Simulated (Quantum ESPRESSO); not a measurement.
# Bi (P-1) in Quantum ESPRESSO: convergence with smearing width

Aim: find how far smearing width must go before the results for Bi settle, at PBE. This setting moves, with any that are tied to it; all else stays.

Everything below comes from runs of Quantum ESPRESSO 7.5. Logs are shortened: lines on timing, memory, paths and dates and some standing lists are left out, and cuts for length are marked.

### 1 The cell of the first run

The typed cell holds 2 atoms: a = 4.729 Å, b = 4.729 Å, c = 4.729 Å, α = 57.30°, β = 57.30°, γ = 57.30°.

The cell isn't the ideal one: atoms moved at random, drawn with an rms of 0.02 Å.

### 2 With smearing width 0.5 eV

pw.in

```
&CONTROL
  calculation = 'scf'
  prefix = 'pwscf'
  outdir = './tmp'
  pseudo_dir = './pseudo'
  tprnfor = .true.
  tstress = .true.
  disk_io = 'nowf'
/
&SYSTEM
  ibrav = 0
  nat = 2
  ntyp = 1
  ecutwfc = 66
  nbnd = 22
  occupations = 'smearing'
  smearing = 'fd'
  degauss = 0.03674932
/
&ELECTRONS
  conv_thr = 4d-10
  electron_maxstep = 120
  mixing_beta = 0.5
/
ATOMIC_SPECIES
Bi   208.9804 Bi.upf
CELL_PARAMETERS angstrom
   2.2675000000    1.3091417354    3.9380000000
  -2.2675000000    1.3091417354    3.9380000000
   0.0000000000   -2.6182834708    3.9380000000
ATOMIC_POSITIONS crystal
Bi     0.7665720000    0.7680220000    0.7658900000
Bi     0.2297840000    0.2355000000    0.2360820000
K_POINTS automatic
6 6 6 0 0 0
```

Potentials or basis: PseudoDojo 0.4.1 SR PBE standard.

Run with:

```
$ OMP_NUM_THREADS=1 pw.x -in pw.in > pw.out
```

It took 3.2 min on 1 thread of Arm Neoverse V1, shared host; peak memory 0.22 GiB.

Results:

```yaml
Free_energy: -4465.7790 eV
Pressure: 3.3 GPa
Largest_force: 0.601 eV/Å
Band_gap_on_the_k_mesh: none (metal or under the smearing width)
```

### 3 With smearing width 0.3 eV

Edit pw.in of step 2 so:

```diff
@@ -17,3 +17,3 @@
   smearing = 'fd'
-  degauss = 0.03674932
+  degauss = 0.02204959
 /
```

Potentials or basis: PseudoDojo 0.4.1 SR PBE standard.

Run with:

```
$ OMP_NUM_THREADS=1 pw.x -in pw.in > pw.out
```

Run time: 2.9 min. Hardware: 1 thread of Arm Neoverse V1, shared host; peak memory 0.22 GiB.

Results:

```
Free energy            : -4465.5378 eV
Pressure               : 2.5 GPa
Largest force          : 0.365 eV/Å
Band gap on the k mesh : none (metal or under the smearing width)
```

### 4 With smearing width 0.2 eV

Edit pw.in of step 3 so:

```diff
@@ -17,3 +17,3 @@
   smearing = 'fd'
-  degauss = 0.02204959
+  degauss = 0.01469973
 /
```

Run with:

```
$ OMP_NUM_THREADS=1 pw.x -in pw.in > pw.out
```

Wall time 2.9 min (1 thread of Arm Neoverse V1, shared host); peak memory 0.22 GiB.

Results:

- Free energy: -4465.4838 eV
- Pressure: 2.3 GPa
- Largest force: 0.259 eV/Å
- Band gap on the k mesh: none (metal or under the smearing width)

### 5 With smearing width 0.136 eV

Edit pw.in of step 4 so:

```diff
@@ -17,3 +17,3 @@
   smearing = 'fd'
-  degauss = 0.01469973
+  degauss = 0.00999582
 /
```

Run with:

```
$ OMP_NUM_THREADS=1 pw.x -in pw.in > pw.out
```

Wall time 2.9 min (1 thread of Arm Neoverse V1, shared host); peak memory 0.22 GiB.

What came out:

```
Free energy            : -4465.4680 eV
Pressure               : 2.3 GPa
Largest force          : 0.215 eV/Å
Band gap on the k mesh : none (metal or under the smearing width)
```

### 6 With smearing width 0.1 eV

Edit pw.in of step 5 so:

```diff
@@ -17,3 +17,3 @@
   smearing = 'fd'
-  degauss = 0.00999582
+  degauss = 0.00734986
 /
```

Potentials or basis: PseudoDojo 0.4.1 SR PBE standard.

Run with:

```
$ OMP_NUM_THREADS=1 pw.x -in pw.in > pw.out
```

Run time: 2.9 min. Hardware: 1 thread of Arm Neoverse V1, shared host; peak memory 0.22 GiB.

Results (log left out):

```yaml
Free_energy: -4465.4636 eV
Pressure: 2.3 GPa
Largest_force: 0.204 eV/Å
Band_gap_on_the_k_mesh: none (metal or under the smearing width)
```

### 7 With smearing width 0.05 eV

Edit pw.in of step 6 so:

```diff
@@ -17,3 +17,3 @@
   smearing = 'fd'
-  degauss = 0.00734986
+  degauss = 0.00367493
 /
```

Run with:

```
$ OMP_NUM_THREADS=1 pw.x -in pw.in > pw.out
```

Run time: 2.9 min. Hardware: 1 thread of Arm Neoverse V1, shared host; peak memory 0.22 GiB.

Results (log left out):

```yaml
Free_energy: -4465.4596 eV
Pressure: 2.3 GPa
Largest_force: 0.202 eV/Å
Band_gap_on_the_k_mesh: none (metal or under the smearing width)
```

### 8 With smearing width 0.025 eV

Edit pw.in of step 7 so:

```diff
@@ -17,3 +17,3 @@
   smearing = 'fd'
-  degauss = 0.00367493
+  degauss = 0.00183747
 /
```

Run with:

```
$ OMP_NUM_THREADS=1 pw.x -in pw.in > pw.out
```

Wall time 2.8 min (1 thread of Arm Neoverse V1, shared host); peak memory 0.22 GiB.

Results (log left out):

```
Free energy            : -4465.4581 eV
Pressure               : 2.3 GPa
Largest force          : 0.202 eV/Å
Band gap on the k mesh : none (metal or under the smearing width)
```

### 9 With smearing width 0.01 eV

Edit pw.in of step 8 so:

```diff
@@ -17,3 +17,3 @@
   smearing = 'fd'
-  degauss = 0.00183747
+  degauss = 0.00073499
 /
```

Potentials or basis: PseudoDojo 0.4.1 SR PBE standard.

Run with:

```
$ OMP_NUM_THREADS=1 pw.x -in pw.in > pw.out
```

pw.out:

```text
This program is part of the open-source Quantum ESPRESSO suite
     for quantum simulation of materials; please cite
[... 6 lines left out ...]
     --------------------
     sticks:   dense  smooth     PW     G-vecs:    dense   smooth      PW
     Sum        1411    1411    423                34233    34233    5541

     Using Slab Decomposition

     bravais-lattice index     =            0
     lattice parameter (alat)  =       8.9365  a.u.
     unit-cell volume          =     473.3229 (a.u.)^3
     number of atoms/cell      =            2
     number of atomic types    =            1
     number of electrons       =        30.00
     number of Kohn-Sham states=           22
     kinetic-energy cutoff     =      66.0000  Ry
     charge density cutoff     =     264.0000  Ry
     scf convergence threshold =      4.0E-10
     mixing beta               =       0.5000
     number of iterations used =            8  plain     mixing
     Exchange-correlation= PBE
                           (   1   4   3   4   0   0   0)

     celldm(1)=   8.936477  celldm(2)=   0.000000  celldm(3)=   0.000000
     celldm(4)=   0.000000  celldm(5)=   0.000000  celldm(6)=   0.000000

     crystal axes: (cart. coord. in units of alat)
               a(1) = (   0.479490   0.276834   0.832738 )
               a(2) = (  -0.479490   0.276834   0.832738 )
               a(3) = (   0.000000  -0.553668   0.832738 )

     reciprocal axes: (cart. coord. in units 2 pi/alat)
               b(1) = (  1.042774  0.602046  0.400286 )
               b(2) = ( -1.042774  0.602046  0.400286 )
               b(3) = (  0.000000 -1.204092  0.400286 )

     PseudoPot. # 1 for Bi read from file:
     Bi.upf
     Pseudo is Norm-conserving + core correction, Zval = 15.0
     Generated using ONCVPSP code by D. R. Hamann
     Using radial grid of 1490 points,  6 beta functions with:
                l(1) =   0
                l(2) =   0
                l(3) =   1
                l(4) =   1
                l(5) =   2
                l(6) =   2

     atomic species   valence    mass     pseudopotential
     Bi               15.00   208.98040     Bi( 1.00)

     No symmetry found

   Cartesian axes

     site n.     atom                  positions (alat units)
         1        Bi     tau(   1) = (  -0.0006953   0.0007790   1.9156998  )
         2        Bi     tau(   2) = (  -0.0027408  -0.0019046   0.5840539  )

     number of k points=   112  Fermi-Dirac smearing, width (Ry)=  0.0007

     Number of k-points >= 100: set verbosity='high' to print them.

     Dense  grid:    34233 G-vectors     FFT dimensions: (  48,  48,  48)

     Initial potential from superposition of free atoms

     starting charge      29.9983, renormalised to      30.0000
     Starting wfcs are   18 randomized atomic wfcs +    4 random wfcs

     Self-consistent Calculation

     iteration #  1     ecut=    66.00 Ry     beta= 0.50
     Davidson diagonalization with overlap
     ethr =  1.00E-02,  avg # of iterations =  5.8

     Threshold (ethr) on eigenvalues was too large:
     Diagonalizing with lowered threshold

     Davidson diagonalization with overlap
     ethr =  1.94E-05,  avg # of iterations =  7.9

     total energy              =    -328.20475165 Ry
     estimated scf accuracy    <       0.00584152 Ry

     iteration #  2     ecut=    66.00 Ry     beta= 0.50
     Davidson diagonalization with overlap
     ethr =  1.95E-05,  avg # of iterations =  1.0

     total energy              =    -328.20499351 Ry
     estimated scf accuracy    <       0.00116317 Ry

     iteration #  3     ecut=    66.00 Ry     beta= 0.50
     Davidson diagonalization with overlap
     ethr =  3.88E-06,  avg # of iterations =  1.6

     total energy              =    -328.20506225 Ry
     estimated scf accuracy    <       0.00004078 Ry

     iteration #  4     ecut=    66.00 Ry     beta= 0.50
     Davidson diagonalization with overlap
     ethr =  1.36E-07,  avg # of iterations =  2.3

     total energy              =    -328.20506804 Ry
     estimated scf accuracy    <       0.00000299 Ry

     iteration #  5     ecut=    66.00 Ry     beta= 0.50
     Davidson diagonalization with overlap
     ethr =  9.98E-09,  avg # of iterations =  2.0

     total energy              =    -328.20506841 Ry
     estimated scf accuracy    <       0.00000028 Ry

     iteration #  6     ecut=    66.00 Ry     beta= 0.50
     Davidson diagonalization with overlap
     ethr =  9.17E-10,  avg # of iterations =  2.0

     total energy              =    -328.20506847 Ry
     estimated scf accuracy    <       0.00000004 Ry

     iteration #  7     ecut=    66.00 Ry     beta= 0.50
     Davidson diagonalization with overlap
     ethr =  1.25E-10,  avg # of iterations =  2.0

     total energy              =    -328.20506848 Ry
     estimated scf accuracy    <          1.1E-09 Ry

     iteration #  8     ecut=    66.00 Ry     beta= 0.50
     Davidson diagonalization with overlap
     ethr =  3.79E-12,  avg # of iterations =  2.0

     End of self-consistent calculation

     Number of k-points >= 100: set verbosity='high' to print the bands.

     the Fermi energy is     9.8058 ev

!    total energy              =    -328.20506848 Ry
     estimated scf accuracy    <          2.9E-10 Ry
     smearing contrib. (-TS)   =      -0.00001869 Ry
     internal energy E=F+TS    =    -328.20504978 Ry

     The total energy is F=E-TS. E is the sum of the following terms:
     one-electron contribution =    -107.09727160 Ry
     hartree contribution      =      70.78011062 Ry
     xc contribution           =     -86.64305405 Ry
     ewald contribution        =    -205.24483475 Ry

     convergence has been achieved in   8 iterations

     Forces acting on atoms (cartesian axes, Ry/au):

     atom    1 type  1   force =    -0.00041713   -0.00059385   -0.00780685
     atom    2 type  1   force =     0.00041713    0.00059385    0.00780685

     Total force =     0.011088     Total SCF correction =     0.000125

     Computing stress (Cartesian axis) and pressure

          total   stress  (Ry/bohr**3)                   (kbar)     P=       22.93
   0.00014280  -0.00000826   0.00001163           21.01       -1.21        1.71
  -0.00000826   0.00016514   0.00001542           -1.21       24.29        2.27
   0.00001163   0.00001542   0.00015958            1.71        2.27       23.48

=------------------------------------------------------------------------------=
   JOB DONE.
=------------------------------------------------------------------------------=
```

Run time: 2.9 min. Hardware: 1 thread of Arm Neoverse V1, shared host; peak memory 0.22 GiB.

What came out:

| Property | Result |
| --- | --- |
| Free energy | -4465.4574 eV |
| Pressure | 2.3 GPa |
| Largest force | 0.202 eV/Å |
| Band gap on the k mesh | none (metal or under the smearing width) |

### 10 The series at a glance

| smearing width | energy less the tightest run, at zero smearing (meV/atom) | pressure (GPa) | largest force (eV/Å) | SCF cycles | CPU time (s) | peak memory (GiB) |
| --- | --- | --- | --- | --- | --- | --- |
| 0.5 eV | 48.71 | 3.29 | 0.601 | 9 | 190 | 0.22 |
| 0.3 eV | 15.79 | 2.52 | 0.365 | 8 | 170 | 0.22 |
| 0.2 eV | 4.16 | 2.35 | 0.259 | 8 | 170 | 0.22 |
| 0.136 eV | 0.00 | 2.30 | 0.215 | 8 | 170 | 0.22 |
| 0.1 eV | -0.73 | 2.30 | 0.204 | 8 | 170 | 0.22 |
| 0.05 eV | -0.28 | 2.29 | 0.202 | 8 | 170 | 0.22 |
| 0.025 eV | -0.05 | 2.29 | 0.202 | 8 | 170 | 0.22 |
| 0.01 eV | 0.00 | 2.29 | 0.202 | 8 | 170 | 0.22 |

Against the tightest run, the energy stays within 1 meV/atom from 0.136 eV on; the pressure stays within 0.1 GPa from 0.2 eV on; the largest force stays within 0.005 eV/Å from 0.1 eV on. Narrower smearing needs a denser k mesh, so at a fixed mesh the narrowest width isn't the most accurate. The tightest run that finished is the yardstick and may itself not be fully converged.

Caveats: spin-orbit coupling is left out, which moves the levels of the heavy elements.
